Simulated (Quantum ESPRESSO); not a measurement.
# BN (F-43m) in Quantum ESPRESSO: a series of runs

Runs on BN. Level: PBEsol. Tasks: single point, equation of state.

Everything below comes from runs of Quantum ESPRESSO 7.5. Logs are shortened: lines on timing, memory, paths and dates and some standing lists are left out, and cuts for length are marked.

**What was measured.**

“Effect of nanostructuration on compressibility of cubic BN”, 2012, arxiv:1208.3664 quotes, for a bulk crystal of BN at 300 K: bulk modulus 395 ± 2 GPa.

How close the calculation comes is told below.

**1. Starting point**

The structure is cubic, space group F-43m (No. 216). The conventional cell has a = 3.626 Å, b = 3.626 Å, c = 3.626 Å, α = 90.00°, β = 90.00°, γ = 90.00°. N (site symmetry -43m) has 4 B at 1.57 Å as nearest neighbours. B (site symmetry -43m) is surrounded by 4 N at 1.57 Å.

The cell is a database's computed one.

**2. Single point, PBEsol, 5.60 Å³/atom**

pw.in reads:

```
&CONTROL
  calculation = 'scf'
  prefix = 'pwscf'
  outdir = './tmp'
  pseudo_dir = './pseudo'
  tprnfor = .true.
  tstress = .true.
  disk_io = 'nowf'
/
&SYSTEM
  ibrav = 0
  nat = 2
  ntyp = 2
  ecutwfc = 84
  nbnd = 9
  occupations = 'smearing'
  smearing = 'fd'
  degauss = 0.00367493
/
&ELECTRONS
  conv_thr = 4d-10
  electron_maxstep = 120
  mixing_beta = 0.5
/
ATOMIC_SPECIES
N     14.0070 N.upf
B     10.8100 B.upf
CELL_PARAMETERS angstrom
   0.0000000000    1.7759905947    1.7759905947
   1.7759905947    0.0000000000    1.7759905947
   1.7759905947    1.7759905947    0.0000000000
ATOMIC_POSITIONS crystal
N      0.2500000000    0.2500000000    0.2500000000
B      0.0000000000    0.0000000000    0.0000000000
K_POINTS automatic
13 13 13 0 0 0
```

Potentials or basis: PseudoDojo 0.4.1 SR PBEsol standard.

On the command line:

```
$ OMP_NUM_THREADS=1 pw.x -in pw.in > pw.out
```

pw.out:

```text
This program is part of the open-source Quantum ESPRESSO suite
     for quantum simulation of materials; please cite
[... 9 lines left out ...]
     --------------------
     sticks:   dense  smooth     PW     G-vecs:    dense   smooth      PW
     Sum         511     511    163                 7799     7799    1459

     Using Slab Decomposition

     bravais-lattice index     =            0
     lattice parameter (alat)  =       4.7463  a.u.
     unit-cell volume          =      75.6047 (a.u.)^3
     number of atoms/cell      =            2
     number of atomic types    =            2
     number of electrons       =         8.00
     number of Kohn-Sham states=            9
     kinetic-energy cutoff     =      84.0000  Ry
     charge density cutoff     =     336.0000  Ry
     scf convergence threshold =      4.0E-10
     mixing beta               =       0.5000
     number of iterations used =            8  plain     mixing
     Exchange-correlation= PBESOL
                           (   1   4  10   8   0   0   0)

     celldm(1)=   4.746293  celldm(2)=   0.000000  celldm(3)=   0.000000
     celldm(4)=   0.000000  celldm(5)=   0.000000  celldm(6)=   0.000000

     crystal axes: (cart. coord. in units of alat)
               a(1) = (   0.000000   0.707107   0.707107 )
               a(2) = (   0.707107   0.000000   0.707107 )
               a(3) = (   0.707107   0.707107   0.000000 )

     reciprocal axes: (cart. coord. in units 2 pi/alat)
               b(1) = ( -0.707107  0.707107  0.707107 )
               b(2) = (  0.707107 -0.707107  0.707107 )
               b(3) = (  0.707107  0.707107 -0.707107 )

     PseudoPot. # 1 for N  read from file:
     N.upf
     Pseudo is Norm-conserving + core correction, Zval =  5.0
     Generated using ONCVPSP code by D. R. Hamann
     Using radial grid of 1058 points,  4 beta functions with:
                l(1) =   0
                l(2) =   0
                l(3) =   1
                l(4) =   1

     PseudoPot. # 2 for B  read from file:
     B.upf
     Pseudo is Norm-conserving + core correction, Zval =  3.0
     Generated using ONCVPSP code by D. R. Hamann
     Using radial grid of 1534 points,  4 beta functions with:
                l(1) =   0
                l(2) =   0
                l(3) =   1
                l(4) =   1

     atomic species   valence    mass     pseudopotential
     N                 5.00    14.00700     N ( 1.00)
     B                 3.00    10.81000     B ( 1.00)

     24 Sym. Ops. (no inversion) found

   Cartesian axes

     site n.     atom                  positions (alat units)
         1        N      tau(   1) = (   0.3535534   0.3535534   0.3535534  )
         2        B      tau(   2) = (   0.0000000   0.0000000   0.0000000  )

     number of k points=    84  Fermi-Dirac smearing, width (Ry)=  0.0037
                       cart. coord. in units 2pi/alat
        k(    1) = (   0.0000000   0.0000000   0.0000000), wk =   0.0009103
        k(    2) = (   0.0543928   0.0543928  -0.0543928), wk =   0.0072827
        k(    3) = (   0.1087857   0.1087857  -0.1087857), wk =   0.0072827
        k(    4) = (   0.1631785   0.1631785  -0.1631785), wk =   0.0072827
        k(    5) = (   0.2175713   0.2175713  -0.2175713), wk =   0.0072827
        k(    6) = (   0.2719641   0.2719641  -0.2719641), wk =   0.0072827
[... 76 lines left out ...]
        k(   83) = (   0.0000000  -0.4351426   0.6527140), wk =   0.0218480
        k(   84) = (  -0.0543928  -0.3807498   0.7071068), wk =   0.0218480

     Dense  grid:     7799 G-vectors     FFT dimensions: (  27,  27,  27)

     Initial potential from superposition of free atoms

     starting charge       7.9997, renormalised to       8.0000
     Starting wfcs are    8 randomized atomic wfcs +    1 random wfcs

     Self-consistent Calculation

     iteration #  1     ecut=    84.00 Ry     beta= 0.50
     Davidson diagonalization with overlap
     ethr =  1.00E-02,  avg # of iterations =  5.1

     total energy              =     -26.70620253 Ry
     estimated scf accuracy    <       0.21646596 Ry

     iteration #  2     ecut=    84.00 Ry     beta= 0.50
     Davidson diagonalization with overlap
     ethr =  2.71E-03,  avg # of iterations =  1.0

     total energy              =     -26.74094647 Ry
     estimated scf accuracy    <       0.01942312 Ry

     iteration #  3     ecut=    84.00 Ry     beta= 0.50
     Davidson diagonalization with overlap
     ethr =  2.43E-04,  avg # of iterations =  1.1

     total energy              =     -26.74193011 Ry
     estimated scf accuracy    <       0.00302156 Ry

     iteration #  4     ecut=    84.00 Ry     beta= 0.50
     Davidson diagonalization with overlap
     ethr =  3.78E-05,  avg # of iterations =  1.4

     total energy              =     -26.74209743 Ry
     estimated scf accuracy    <       0.00003917 Ry

     iteration #  5     ecut=    84.00 Ry     beta= 0.50
     Davidson diagonalization with overlap
     ethr =  4.90E-07,  avg # of iterations =  2.9

     total energy              =     -26.74210540 Ry
     estimated scf accuracy    <       0.00000413 Ry

     iteration #  6     ecut=    84.00 Ry     beta= 0.50
     Davidson diagonalization with overlap
     ethr =  5.16E-08,  avg # of iterations =  1.1

     total energy              =     -26.74210610 Ry
     estimated scf accuracy    <       0.00000001 Ry

     iteration #  7     ecut=    84.00 Ry     beta= 0.50
     Davidson diagonalization with overlap
     ethr =  1.47E-10,  avg # of iterations =  3.4

     total energy              =     -26.74210612 Ry
     estimated scf accuracy    <          7.7E-09 Ry

     iteration #  8     ecut=    84.00 Ry     beta= 0.50
     Davidson diagonalization with overlap
     ethr =  9.57E-11,  avg # of iterations =  1.0

     End of self-consistent calculation

          k = 0.0000 0.0000 0.0000 (   941 PWs)   bands (ev):

    -8.8625  11.9929  11.9929  11.9929  21.0759  21.0759  21.0759  23.1355
    37.4931

          k = 0.0544 0.0544-0.0544 (   950 PWs)   bands (ev):

    -8.7114  11.1746  11.8272  11.8272  21.3126  21.3260  21.3260  23.5934
    37.1915

          k = 0.1088 0.1088-0.1088 (   968 PWs)   bands (ev):

    -8.2622   9.2330  11.4139  11.4139  21.7118  21.9258  21.9258  24.7234
    36.5206

          k = 0.1632 0.1632-0.1632 (   965 PWs)   bands (ev):

    -7.5297   6.8776  10.9162  10.9162  22.0935  22.5425  22.5425  25.9188
    35.9379

          k = 0.2176 0.2176-0.2176 (   974 PWs)   bands (ev):

    -6.5508   4.5085  10.4644  10.4644  22.4360  22.9076  22.9076  26.8024
    35.6942

          k = 0.2720 0.2720-0.2720 (   984 PWs)   bands (ev):

    -5.4270   2.3942  10.1337  10.1337  22.6942  23.0046  23.0046  27.3280
    35.7643

          k = 0.3264 0.3264-0.3264 (   978 PWs)   bands (ev):

    -4.4874   0.9431   9.9612   9.9612  22.8302  22.9902  22.9902  27.5679
    35.9348

          k = 0.1088-0.0000 0.0000 (   953 PWs)   bands (ev):

    -8.6611  11.4844  11.4844  11.4855  20.7761  21.7518  21.7518  23.6695
    35.6147

          k = 0.1632 0.0544-0.0544 (   969 PWs)   bands (ev):

    -8.3115   9.8937  10.9559  11.4072  20.8136  22.3592  22.4940  24.4575
    33.9233

          k = 0.2176 0.1088-0.1088 (   973 PWs)   bands (ev):

    -7.6732   7.6922  10.4153  11.0296  21.2610  22.8311  23.2229  25.4816
    33.2050

          k = 0.2720 0.1632-0.1632 (   970 PWs)   bands (ev):

    -6.7742   5.3474   9.9816  10.5208  21.7540  23.1755  23.6545  26.3374
    33.5171

          k = 0.3264 0.2176-0.2176 (   981 PWs)   bands (ev):

    -5.6864   3.1515   9.7174  10.0226  22.0910  23.3520  23.7232  27.0858
    34.3589

          k = 0.3807 0.2720-0.2720 (   983 PWs)   bands (ev):

    -4.6310   1.4334   9.6239   9.6474  22.3079  23.4062  23.5749  27.6581
    35.0418

          k =-0.2720-0.3807 0.3807 (   986 PWs)   bands (ev):

    -4.2444   0.8782   9.3778   9.7719  22.5359  23.3650  23.3764  27.8570
    35.3486

          k =-0.2176-0.3264 0.3264 (   983 PWs)   bands (ev):

    -4.9519   1.9220   9.3152  10.0728  22.8263  23.1875  23.2166  27.6072
    35.3686

          k =-0.1632-0.2720 0.2720 (   977 PWs)   bands (ev):

    -6.0621   3.8501   9.4506  10.5136  22.8934  22.9397  23.1412  26.9985
    35.2087

          k =-0.1088-0.2176 0.2176 (   967 PWs)   bands (ev):

    -7.1002   6.1190   9.7817  11.0317  22.5059  22.5080  23.1500  26.1869
    35.0051

          k =-0.0544-0.1632 0.1632 (   970 PWs)   bands (ev):

    -7.9171   8.4266  10.2887  11.5235  21.9089  22.0050  22.7703  25.2344
    34.8859

          k = 0.0000-0.1088 0.1088 (   963 PWs)   bands (ev):

    -8.4610  10.3262  10.9976  11.8371  21.4090  21.4952  22.1137  24.2219
    36.1155

          k = 0.2176-0.0000 0.0000 (   966 PWs)   bands (ev):

    -8.0634  10.1821  10.3354  10.3354  20.1095  23.3921  23.3921  24.5413
    31.9987

          k = 0.2720 0.0544-0.0544 (   976 PWs)   bands (ev):

    -7.5256   8.3908   9.7362  10.2021  20.0398  24.1084  24.2972  24.9211
    31.3046

          k = 0.3264 0.1088-0.1088 (   978 PWs)   bands (ev):

    -6.7202   6.2381   9.2766   9.7657  20.4057  24.5594  24.9089  25.2570
    31.8074
[... 238 lines left out ...]
    -3.3642   3.5546   5.7862   6.9048  18.5703  23.3906  28.2781  29.8167
    32.5669

          k =-0.0544-0.4895 0.5983 (   987 PWs)   bands (ev):

    -2.8289   3.2784   4.5668   7.1352  19.3612  24.9468  27.8353  29.5927
    31.6627

          k = 0.0000-0.4351 0.5439 (   987 PWs)   bands (ev):

    -2.9044   3.3265   4.0877   7.6386  20.1844  26.1411  27.5193  29.1754
    30.5193

          k =-0.0544-0.5983 0.7071 (   981 PWs)   bands (ev):

    -3.0007   3.0561   6.4219   6.4923  17.3713  22.2301  29.7747  30.4392
    33.0747

          k = 0.0000-0.5439 0.6527 (   979 PWs)   bands (ev):

    -2.7207   3.0920   5.2914   6.6587  18.2959  23.2284  29.1617  30.2078
    32.5447

          k = 0.4351 0.2176 0.0000 (   993 PWs)   bands (ev):

    -5.1371   4.7158   6.7014   8.7712  20.8851  24.1426  25.6754  27.4686
    32.2519

          k =-0.2176-0.4351 0.6527 (   984 PWs)   bands (ev):

    -4.1445   3.4711   6.1323   8.0922  21.4073  24.0275  26.4244  28.3481
    31.9830

          k =-0.1632-0.3807 0.5983 (   981 PWs)   bands (ev):

    -3.3713   2.4433   6.0237   7.6282  21.5864  24.0681  27.4962  28.8281
    30.9760

          k =-0.1632-0.4895 0.7071 (   993 PWs)   bands (ev):

    -3.8080   3.8800   5.9830   7.0073  20.0121  24.1793  26.5447  29.4280
    32.1241

          k =-0.1088-0.4351 0.6527 (   986 PWs)   bands (ev):

    -3.0562   3.3140   5.2843   6.5301  20.7722  25.0004  26.5626  29.5112
    31.4174

          k =-0.0544-0.3807 0.5983 (   994 PWs)   bands (ev):

    -2.8348   3.1614   4.7781   6.6991  21.3421  25.0517  27.6183  28.5801
    30.9132

          k = 0.0000-0.3264 0.5439 (   990 PWs)   bands (ev):

    -3.3109   3.3736   4.9775   7.2945  21.6898  24.3531  27.0307  29.3588
    30.7643

          k =-0.0544-0.4895 0.7071 (   985 PWs)   bands (ev):

    -2.7930   3.4007   5.6063   5.7595  19.5151  24.0373  27.8236  29.8921
    32.2407

          k = 0.0000-0.4351 0.6527 (   984 PWs)   bands (ev):

    -2.5932   3.7180   4.4067   6.0095  20.5491  25.3660  27.0445  28.9442
    31.8512

          k =-0.0544-0.3807 0.7071 (   985 PWs)   bands (ev):

    -2.6092   3.8108   4.6445   5.5319  21.5758  25.5103  26.7578  28.1661
    31.7584

     the Fermi energy is    14.3153 ev

!    total energy              =     -26.74210612 Ry
     estimated scf accuracy    <          1.4E-10 Ry
     smearing contrib. (-TS)   =       0.00000000 Ry
     internal energy E=F+TS    =     -26.74210612 Ry

     The total energy is F=E-TS. E is the sum of the following terms:
     one-electron contribution =       5.37950965 Ry
     hartree contribution      =       3.43601050 Ry
     xc contribution           =      -8.74950539 Ry
     ewald contribution        =     -26.80812087 Ry

     convergence has been achieved in   8 iterations

     Forces acting on atoms (cartesian axes, Ry/au):

     atom    1 type  1   force =     0.00000000    0.00000000    0.00000000
     atom    2 type  2   force =     0.00000000   -0.00000000   -0.00000000

     Total force =     0.000000     Total SCF correction =     0.000000

     Computing stress (Cartesian axis) and pressure

          total   stress  (Ry/bohr**3)                   (kbar)     P=      194.89
   0.00132487  -0.00000000  -0.00000000          194.89       -0.00       -0.00
   0.00000000   0.00132487  -0.00000000            0.00      194.89       -0.00
  -0.00000000  -0.00000000   0.00132487           -0.00       -0.00      194.89

=------------------------------------------------------------------------------=
   JOB DONE.
=------------------------------------------------------------------------------=
```

Run time: 7.2 s. Hardware: 1 thread of Arm Neoverse V2, shared host; peak memory 0.05 GiB.

What came out:

```
Free energy            : -363.8449 eV
Pressure               : 19.5 GPa
Band gap on the k mesh : 4.48 eV, indirect (least direct gap 9.08 eV)
```

Caveat: an odd mesh through Γ misses points on the zone boundary, where band edges often lie.

**3. Single point, PBEsol, 5.72 Å³/atom**

Edit pw.in of step 2 so:

```diff
@@ -28,5 +28,5 @@
 CELL_PARAMETERS angstrom
-   0.0000000000    1.7759905947    1.7759905947
-   1.7759905947    0.0000000000    1.7759905947
-   1.7759905947    1.7759905947    0.0000000000
+   0.0000000000    1.7884979828    1.7884979828
+   1.7884979828    0.0000000000    1.7884979828
+   1.7884979828    1.7884979828    0.0000000000
 ATOMIC_POSITIONS crystal
```

Potentials or basis: PseudoDojo 0.4.1 SR PBEsol standard.

On the command line:

```
$ OMP_NUM_THREADS=1 pw.x -in pw.in > pw.out
```

It took 7.2 s on 1 thread of Arm Neoverse V2, shared host; peak memory 0.05 GiB.

It converged, with:

| Property | Result |
| --- | --- |
| Free energy | -363.8669 eV |
| Pressure | 10.3 GPa |
| Band gap on the k mesh | 4.46 eV, indirect (least direct gap 8.98 eV) |

Caveat: an odd mesh through Γ misses points on the zone boundary, where band edges often lie.

**4. Single point, PBEsol, 5.84 Å³/atom**

Edit pw.in of step 3 so:

```diff
@@ -28,5 +28,5 @@
 CELL_PARAMETERS angstrom
-   0.0000000000    1.7884979828    1.7884979828
-   1.7884979828    0.0000000000    1.7884979828
-   1.7884979828    1.7884979828    0.0000000000
+   0.0000000000    1.8008328414    1.8008328414
+   1.8008328414    0.0000000000    1.8008328414
+   1.8008328414    1.8008328414    0.0000000000
 ATOMIC_POSITIONS crystal
```

On the command line:

```
$ OMP_NUM_THREADS=1 pw.x -in pw.in > pw.out
```

It took 7.6 s on 1 thread of Arm Neoverse V2, shared host; peak memory 0.05 GiB.

The run converged. Its results:

- Free energy: -363.8759 eV
- Pressure: 1.9 GPa
- Band gap on the k mesh: 4.43 eV, indirect (least direct gap 8.88 eV)

Caveat: an odd mesh through Γ misses points on the zone boundary, where band edges often lie.

**5. Single point, PBEsol, 5.96 Å³/atom**

Edit pw.in of step 4 so:

```diff
@@ -28,5 +28,5 @@
 CELL_PARAMETERS angstrom
-   0.0000000000    1.8008328414    1.8008328414
-   1.8008328414    0.0000000000    1.8008328414
-   1.8008328414    1.8008328414    0.0000000000
+   0.0000000000    1.8130010000    1.8130010000
+   1.8130010000    0.0000000000    1.8130010000
+   1.8130010000    1.8130010000    0.0000000000
 ATOMIC_POSITIONS crystal
```

On the command line:

```
$ OMP_NUM_THREADS=1 pw.x -in pw.in > pw.out
```

It took 7.7 s on 1 thread of Arm Neoverse V2, shared host; peak memory 0.05 GiB.

The run converged. Its results:

```
Free energy            : -363.8729 eV
Pressure               : -5.8 GPa
Band gap on the k mesh : 4.41 eV, indirect (least direct gap 8.78 eV)
```

Caveat: an odd mesh through Γ misses points on the zone boundary, where band edges often lie.

**6. Single point, PBEsol, 6.08 Å³/atom**

Edit pw.in of step 5 so:

```diff
@@ -28,5 +28,5 @@
 CELL_PARAMETERS angstrom
-   0.0000000000    1.8130010000    1.8130010000
-   1.8130010000    0.0000000000    1.8130010000
-   1.8130010000    1.8130010000    0.0000000000
+   0.0000000000    1.8250079791    1.8250079791
+   1.8250079791    0.0000000000    1.8250079791
+   1.8250079791    1.8250079791    0.0000000000
 ATOMIC_POSITIONS crystal
```

Potentials or basis: PseudoDojo 0.4.1 SR PBEsol standard.

On the command line:

```
$ OMP_NUM_THREADS=1 pw.x -in pw.in > pw.out
```

Run time: 7.9 s. Hardware: 1 thread of Arm Neoverse V2, shared host; peak memory 0.05 GiB.

The run converged. Its results:

```yaml
Free_energy: -363.8591 eV
Pressure: -12.7 GPa
Band_gap_on_the_k_mesh: 4.38 eV, indirect (least direct gap 8.69 eV)
```

Caveat: an odd mesh through Γ misses points on the zone boundary, where band edges often lie.

**7. Single point, PBEsol, 6.20 Å³/atom**

Edit pw.in of step 6 so:

```diff
@@ -28,5 +28,5 @@
 CELL_PARAMETERS angstrom
-   0.0000000000    1.8250079791    1.8250079791
-   1.8250079791    0.0000000000    1.8250079791
-   1.8250079791    1.8250079791    0.0000000000
+   0.0000000000    1.8368590123    1.8368590123
+   1.8368590123    0.0000000000    1.8368590123
+   1.8368590123    1.8368590123    0.0000000000
 ATOMIC_POSITIONS crystal
```

On the command line:

```
$ OMP_NUM_THREADS=1 pw.x -in pw.in > pw.out
```

It took 7.8 s on 1 thread of Arm Neoverse V2, shared host; peak memory 0.05 GiB.

It converged, with:

* Free energy: -363.8354 eV
* Pressure: -19.0 GPa
* Band gap on the k mesh: 4.35 eV, indirect (least direct gap 8.59 eV)

Caveat: an odd mesh through Γ misses points on the zone boundary, where band edges often lie.

**8. Single point, PBEsol, 6.32 Å³/atom**

Edit pw.in of step 7 so:

```diff
@@ -28,5 +28,5 @@
 CELL_PARAMETERS angstrom
-   0.0000000000    1.8368590123    1.8368590123
-   1.8368590123    0.0000000000    1.8368590123
-   1.8368590123    1.8368590123    0.0000000000
+   0.0000000000    1.8485590667    1.8485590667
+   1.8485590667    0.0000000000    1.8485590667
+   1.8485590667    1.8485590667    0.0000000000
 ATOMIC_POSITIONS crystal
```

On the command line:

```
$ OMP_NUM_THREADS=1 pw.x -in pw.in > pw.out
```

Wall time 8 s (1 thread of Arm Neoverse V2, shared host); peak memory 0.05 GiB.

It converged, with:

```yaml
Free_energy: -363.8027 eV
Pressure: -24.8 GPa
Band_gap_on_the_k_mesh: 4.33 eV, indirect (least direct gap 8.50 eV)
```

Caveat: an odd mesh through Γ misses points on the zone boundary, where band edges often lie.

**9. Equation of state, PBEsol**

Potentials or basis: PseudoDojo 0.4.1 SR PBEsol standard.

No new run: the results of the series are fitted here.

Results:

```
Equilibrium volume                      : 5.87 Å³/atom
Bulk modulus                            : 385 GPa
Pressure derivative of the bulk modulus : 3.7
```

Energy against volume, from the lowest point:
| volume (Å³/atom) | energy (meV/atom) |
| --- | --- |
| 5.602 | 15.48 |
| 5.721 | 4.47 |
| 5.840 | 0.00 |
| 5.959 | 1.49 |
| 6.078 | 8.40 |
| 6.198 | 20.24 |
| 6.317 | 36.57 |

**10. Against experiment**

Step 9. Against the measured bulk modulus of BN, 395 GPa (300 K; quoted in “Effect of nanostructuration on compressibility of cubic BN”, 2012, arxiv:1208.3664), the calculated 385 GPa is off by -2.5 %. The fit is for a static lattice scaled at fixed shape and fixed fractional positions.
